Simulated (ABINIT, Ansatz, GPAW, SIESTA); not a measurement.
## PbO2: 5 runs at one level of theory

```
Pb O
1.0
     0.00000    2.70199    2.70199
     2.70199    0.00000    2.70199
     2.70199    2.70199    0.00000
Pb O
1 2
Cartesian
  0.0198 0.0040 -0.0052
  4.0228 4.0189 4.0321
  1.3874 1.2948 1.3787
```

The cell comes from a database or a generator and needn't be the stable form of this composition.

Atoms were shifted at random by some hundredths of an Å from the given cell, which wasn't relaxed again for these runs.

Alike in all runs: task single point; functional PBEsol; k mesh 9 × 9 × 9; occupations fermi-dirac, width 0.05 eV; no spin polarisation; no spin-orbit coupling. Pressure is positive in compression and, in plane waves, holds the error of the finite cutoff, which Ansatz's Pulay term estimates and takes out.

| program and potentials | plane-wave cutoff (eV) | notes | pressure (GPa) | largest force (eV/Å) | energy over the undisturbed cell (meV/atom) |
| --- | --- | --- | --- | --- | --- |
| Ansatz, Ansatz PAW | 420 | potentials made for PBE, which Ansatz adapts in part; Pulay term of +0.65 GPa included | -5.34 | 0.483 | 8.45 |
| GPAW, PAW data sets generated for this functional | 800 | - | -6.76 | 0.477 | 8.28 |
| ABINIT, PseudoDojo NC SR PBEsol v0.4.1 standard | 1143 | - | ? | ? | - |
| SIESTA, files PseudoDojo sr-pbesol-0.4.1-standard, DZP (energy shift 0.003 Ry; two zetas on semicore shells) | - | atomic basis | -0.84 | 0.569 | 10.41 |
| Ansatz, all-electron LAPW, scalar-relativistic | - | - | -5.33 | 0.483 | - |

Estimate from the other rows what the run with ABINIT, PseudoDojo NC SR PBEsol v0.4.1 standard gave.

Pressure -4.44 GPa; largest force 0.496 eV/Å. The other rows, which needn't bracket it: pressure -6.76 to -0.84; largest force 0.477 to 0.569; energy over the undisturbed cell 8.28 to 10.41.
